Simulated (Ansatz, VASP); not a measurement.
**One calculation of SiNi, two programs**

```
Ni Si
1.0
     4.49678    0.00000    0.00000
     0.00000    4.49678    0.00000
     0.00000    0.00000    4.49678
Ni Si
4 4
Direct
  0.14700 0.14700 0.14700
  0.35300 0.85300 0.64700
  0.64700 0.35300 0.85300
  0.85300 0.64700 0.35300
  0.86010 0.86010 0.86010
  0.63990 0.13990 0.36010
  0.36010 0.63990 0.13990
  0.13990 0.36010 0.63990
```

Alike in both runs: task single point; functional PBE; k mesh 5 × 5 × 5; occupations gaussian, width 0.05 eV; collinear spin.

|  | VASP | Ansatz |
| --- | --- | --- |
| version | VASP 6.6.1 | Ansatz 0.2.0 |
| potentials or method | VASP PAW PBE potentials, release 64 (Ni, Si) | PAW, plane waves, scalar-relativistic |
| plane-wave cutoff (eV) | 520 | 420 |
| valence electrons in the cell | 56 | 88 |

|  | VASP | Ansatz | Ansatz less VASP |
| --- | --- | --- | --- |
| pressure (GPa) | 3.8 | 3.8 | -0.04 |
| rms of the force components (eV/Å) | 0.506 | 0.504 | -0.0019 |
| net moment per atom (μB) | 0.00 | 0.00 | 0.000 |

Atom by atom the forces differ by 0.002 eV/Å (rms over components). The functional is the same, so the differences come from potentials, cutoffs and numerics. The two sets of potentials don't hold the same shells in valence. Ansatz warned: «no_starting_moments».

Caveats: forces of over 1 eV/Å show positions far from the minimum, so gaps and moduli don't describe the material at rest.
